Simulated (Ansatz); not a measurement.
## Equation of state of TaC from a dense series

```
CELL_PARAMETERS angstrom
0.00000 2.22700 2.22700
2.22700 0.00000 2.22700
2.22700 2.22700 0.00000
ATOMIC_POSITIONS crystal
Ta 0.00000 0.00000 0.00000
C 0.50000 0.50000 0.50000
```

Atom numbers follow the list: Ta1, C2.

The conventional cell has a = 4.454 Å, b = 4.454 Å, c = 4.454 Å, α = 90.00°, β = 90.00°, γ = 90.00°. Ta (atom 1) has 6 C at 2.23 Å as nearest neighbours. Around C (atom 2) lie 6 Ta at 2.23 Å.

The geometry is COD entry 9008731, unchecked; take it as a test cell.

Spin polarisation is left out, and whether a magnetic state lies lower isn't shown here.

Spin–orbit coupling is left out, though it moves levels of the heavy atoms by tenths of an eV or more.

All numbers below come from DFT, LDA, all-electron LAPW, scalar-relativistic (Ansatz 0.2.0).

The runs use a Γ-centred 16×16×16 k mesh, Fermi–Dirac smearing of 0.05 eV, basis error target 1 meV/atom, no spin polarisation.

The cell is scaled evenly. Fractional coordinates are held (clamped ions).

```tsv
V (Å³/atom)	P (GPa)
10.382	12.94
10.603	4.69
10.824	-2.73
10.934	-6.15
11.045	-9.40
11.155	-12.48
11.266	-15.40
11.487	-20.80
```

Fit a third-order Birch–Murnaghan curve to the pressures.

P = (3B0/2)(y^(7/2) − y^(5/2))[1 + (3/4)(B0′ − 4)(y − 1)] with y = (V0/V)^(2/3) fits within 0.01 GPa for V0 = 10.740 Å³/atom, B0 = 355.9 GPa and B0′ = 4.17.

Predict the pressure at the withheld volume, 11.708 Å³/atom.

There y = 0.9441, so the fit gives -25.66 GPa; the run gave -25.64 GPa.
